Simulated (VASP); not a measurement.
Wanted: the native input for a VASP 6.6.1 run.

| Property | Result |
| --- | --- |
| Task | relaxation of cell and atoms |
| Functional | PBE |
| Potentials or basis | VASP PAW PBE potentials, release 64 (K_sv, F) |
| Cutoff | 900 eV |
| k mesh | 8 × 8 × 8 |
| Occupations | fermi-dirac, width 0.05 eV |
| Spin | no spin polarisation |
| Further INCAR settings | ALGO = Normal; EDIFF = 1e-07; IBRION = 2; EDIFFG = -0.02; NSW = 60; ISIF = 3 |

The structure of KF lies in POSCAR:

```
KF
1.0
    0.0000000000      2.9763500000      2.9763500000
    2.9763500000      0.0000000000      2.9763500000
    2.9763500000      2.9763500000      0.0000000000
K F
1 1
Direct
    0.7500000000      0.7500000000      0.7500000000
    0.5000000000      0.5000000000      0.5000000000
```

The cell was built by a generator and needn't be a form met in nature.

These files were run (other wordings do the same):

INCAR

```
SYSTEM = KF
ALGO = Normal
EDIFF = 1E-7
EDIFFG = -0.02
ENCUT = 900
GGA = PE
IBRION = 2
ISIF = 3
ISMEAR = -1
LASPH = .TRUE.
LCHARG = .FALSE.
LREAL = .FALSE.
LWAVE = .FALSE.
NELM = 80
NSW = 60
PREC = Accurate
SIGMA = 0.05
```

KPOINTS

```
k-points
0
G
  8 8 8
  0 0 0
```

Potentials or basis: VASP PAW PBE potentials, release 64 (K_sv, F).

Command:

```sh
$ cat potpaw_PBE.64/K_sv/POTCAR potpaw_PBE.64/F/POTCAR > POTCAR
$ mpirun -np 1 vasp_std > vasp.out
```

Results of the run:

```json
{
 "Pressure after relaxing": "0.1 GPa",
 "Band gap on the k mesh": "5.05 eV, indirect (least direct gap 5.23 eV)"
}
```

Caveat: the relaxation stopped at its first step, so nothing moved.

It took 55 s on 1 thread of Intel(R) Xeon(R) Platinum 8259CL CPU @ 2.50GHz (Skylake/Cascade Lake) (shared host), peak memory 0.26 GiB.
